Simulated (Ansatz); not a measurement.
## HfN: energy along a strain

HfN, Fm-3m, a = 4.518 Å (as given, not relaxed at this level: 5.4 GPa). Ansatz: PBE, PAW, 420 eV, Γ-centred 18×18×18 mesh on 2 atoms, Gaussian smearing 0.15 eV; no spin polarisation. Cell vectors (Å): 0.000 2.259 2.259; 2.259 0.000 2.259; 2.259 2.259 0.000. The cell is strained by x per cent times the pattern (1 1 0 0 0 0) in the order xx yy zz yz xz xy (engineering shears), with fractional coordinates held. y is the free energy over the start, V0 = 11.528 Å³/atom.

```
x (%) y (meV/atom)
-2.00             ?
-1.50         24.24
-1.00         13.28
 0.00          0.00
 0.50         -2.63
 1.50         -0.55
 2.00          3.90
```

Task: Fit y = c1 x + c2 x² + c3 x³ to the other rows, get the stiffness along the pattern, and predict the missing energy.

Result: Least squares on the rows shown. y = −7.8435 x + 5.2648 x² − 0.18454 x³. The clamped-ion stiffness p·C·p = 2 × 52.65 eV × 160.2 / 11.528 Å³ = 1463 GPa (second derivative at the start, which stands under stress). At x = -2.00 the fit asked for gives 38.22 meV/atom. The run gave 38.30 meV/atom, so the fit is 0.08 meV/atom too low, a small miss on the scale of the series.

The cell has an odd number of electrons and ran without spin polarisation, so a magnetic or disproportionated state may lie lower. Spin–orbit coupling is left out, which can shift energies with elements as heavy as these.